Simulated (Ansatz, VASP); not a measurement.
# AlN: VASP beside Ansatz

```
Al N
1.0
     3.23064    0.00000    0.00000
    -1.61532    2.79782    0.00000
     0.00000    0.00000    4.08290
Al N
2 2
Direct
  0.33333 0.66667 0.75000
  0.66667 0.33333 0.25000
  0.33333 0.66667 0.25000
  0.66667 0.33333 0.75000
```

Change from the starting cell: mode 4 frozen in at +0.000 Å, equal normal strain along x, y and z -0.0250.

Alike in both runs: task single point; functional PBE; k mesh 9 × 9 × 6; occupations gaussian, width 0.05 eV; no spin polarisation.

```csv
,VASP,Ansatz
version,VASP 6.6.1,Ansatz 0.2.0
potentials or method,"VASP PAW PBE potentials, release 64 (Al, N)","scalar-relativistic, plane waves, PAW"
plane-wave cutoff (eV),520,520
valence electrons in the cell,16,16
```

```csv
,VASP,Ansatz,Ansatz less VASP
gap on the k mesh at the Fermi level (eV),3.83,3.82,-0.013
least direct gap on the mesh (eV),3.83,3.82,-0.013
pressure (GPa),18.1,18.2,+0.16
largest component of the traceless stress (GPa),2.32,2.45,+0.136
```

Caveats: so large a pressure means that the cell lies far from this level's equilibrium, or that cutoff or potentials fall short (VASP); an odd mesh through Γ misses points on the zone boundary, where band edges often lie.
